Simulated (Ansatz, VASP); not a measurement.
Given: the input of a run of Ansatz 0.2.0 on BeS.

The input input.yaml:

```yaml
crystal:
  lattice:
    - [0.0, 2.425, 2.425]
    - [2.425, 0.0, 2.425]
    - [2.425, 2.425, 0.0]
  atoms:
    - { symbol: S, position: [0.75, 0.75, 0.75] }
    - { symbol: Be, position: [0.0, 0.0, 0.0] }
hamiltonian:
  xc: rpbe
  pseudopotentials: { kind: paw }
kpoints:
  mp_grid: { grid: [9, 9, 9] }
scf:
  occupations: { method: gaussian, width: 0.02 }
output:
  forces: true
  stress: true
  eigenvalues: true
```

Potentials or basis: Ansatz PAW.

Run with:

```console
$ ansatz run input.yaml --threads 1 --pin off --max-ram 3584MiB --backend cpu --events-out ev --progress --plain --runs-dir out
```

**Question.** Translate it to VASP 6.6.1. Potentials there: VASP PAW PBE potentials, release 64 (S, Be_sv).

**Answer.** As run (the cutoff follows the program's own potentials):

File run.py:

```python
from ase import Atoms
from ase.calculators.vasp import Vasp
from ase.dft.bandgap import bandgap

atoms = Atoms(
    ['S', 'Be'],
    cell=[[0.0, 2.425, 2.425], [2.425, 0.0, 2.425], [2.425, 2.425, 0.0]],
    scaled_positions=[[0.75, 0.75, 0.75], [0.0, 0.0, 0.0]],
    pbc=True,
)
calc = Vasp(
    directory='calc',
    xc='rpbe',
    pp='PBE',
    setups='materialsproject',
    prec='Accurate',
    encut=520,
    ediff=1e-07,
    ismear=0,
    sigma=0.02,
    lreal=False,
    lasph=True,
    nelm=80,
    algo='Fast',
    isif=2,
    lwave=False,
    lcharg=False,
    kpts=[9, 9, 9],
    gamma=True,
)
atoms.calc = calc

print('energy (eV):', atoms.get_potential_energy())
print('free energy (eV):', atoms.get_potential_energy(force_consistent=True))
print('forces (eV/A):')
print(atoms.get_forces())
print('stress (eV/A^3, Voigt):', atoms.get_stress())
print('Fermi level (eV):', calc.get_fermi_level())
gap, top, bottom = bandgap(calc)
print('band gap (eV):', gap, 'from (spin, k, band)', top, 'to', bottom)
```

Potentials or basis: VASP PAW PBE potentials, release 64 (S, Be_sv).

Run with:

```bash
$ python run.py
```

Both were run:

|  | VASP | Ansatz | Ansatz less VASP |
| --- | --- | --- | --- |
| gap on the k mesh at the Fermi level (eV) | 3.31 | 3.32 | +0.011 |
| least direct gap on the mesh (eV) | 5.72 | 5.72 | -0.002 |
| pressure (GPa) | 3.9 | 3.9 | +0.03 |

With one functional, cell and mesh, what is left measures potentials, basis and numerics. The two sets of potentials don't hold the same shells in valence.

Caveats: the PAW data sets were made with another functional, which shifts forces and pressure a little (VASP); an odd mesh through Γ misses points on the zone boundary, where band edges often lie (VASP); odd divisions of the mesh miss points on the zone boundary, where band edges often lie, so the gap on the mesh can be too wide (Ansatz); the PAW data sets come from PBE, with cores solved anew for the run's functional, which leaves a small shift of forces and pressure (Ansatz).
